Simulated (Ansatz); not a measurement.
**Comparing deformations in Si$_{7}$Ge**

Method: DFT PBEsol, scalar-relativistic, plane waves, PAW (Ansatz 0.2.0). The runs took a 420 eV cutoff, a Γ-centred 6×6×6 mesh and Gaussian smearing (0.03 eV). No spin polarisation. Energies are free energies at this smearing, counted from the undisturbed cell; pressure is positive in compression.

The undisturbed cell (relaxed at this level; it needn't be the usual structure):

```xyz
8
Lattice="5.4592 0.0000 0.0000 0.0000 5.4592 0.0000 0.0000 0.0000 5.4592" Properties=species:S:1:pos:R:3 pbc="T T T"
Si    1.3790    1.3790    1.3790
Si    0.0000    2.7296    2.7296
Si    2.7296    2.7296    0.0000
Si    2.7296    0.0000    2.7296
Si    4.0802    1.3790    4.0802
Si    4.0802    4.0802    1.3790
Si    1.3790    4.0802    4.0802
Ge    0.0000    0.0000    0.0000
```

The cell is strained by ε times a Voigt pattern (xx, yy, zz, yz, xz, xy; engineering shear) with fractional coordinates fixed. τ = (1/V0) dE/dε comes from the stress tensor. Of each scan, only the three points used here are listed.

```csv
pattern,ε,τ (GPa)
"(1, 1, 0, 0, 0, 0)",-0.0250,-11.50
"(1, 1, 0, 0, 0, 0)",0.0000,0.00
"(1, 1, 0, 0, 0, 0)",0.0250,9.74
"(0, 0, 1, 0, 0, 0)",-0.0250,-3.87
"(0, 0, 1, 0, 0, 0)",0.0000,0.00
"(0, 0, 1, 0, 0, 0)",0.0250,3.71
"(0, 1, 0, 0, 0, 0)",-0.0250,-3.87
"(0, 1, 0, 0, 0, 0)",0.0000,0.00
"(0, 1, 0, 0, 0, 0)",0.0250,3.71
```

Question: Which constants do the scans give, and which deformation costs least for the same size of strain tensor?

Answer: The slope dτ/dε at zero (parabola through three points) is pᵀCp: (1, 1, 0, 0, 0, 0) gives 2(C11 + C12) = 425 GPa; (0, 0, 1, 0, 0, 0) gives C11 = 152 GPa; (0, 1, 0, 0, 0, 0) gives C11 = 152 GPa. The size of the strain tensor, ε:ε, is ε² times 2.0, 1.0, 1.0. Per unit of it the stiffnesses are 212, 152, 152 GPa, so (0, 0, 1, 0, 0, 0) is the softest of these, level with (0, 1, 0, 0, 0, 0) (alike by symmetry): at ε:ε = (1 %)² the quadratic term costs 0.96 meV/atom against 1.35 for the stiffest. These are clamped-ion values.

Question: What else follows for this cubic crystal?

Answer: From the unrounded slopes C11 = 151.6 and C12 = 60.8 GPa, so B = (C11 + 2 C12)/3 = 91 GPa and the Poisson ratio for a pull along a cube edge is C12/(C11 + C12) = 0.29.

Forces appear on the atoms along this scan, and letting them relax would lower the energy and soften the response. The gap closes along the scan, which can put kinks into the curve.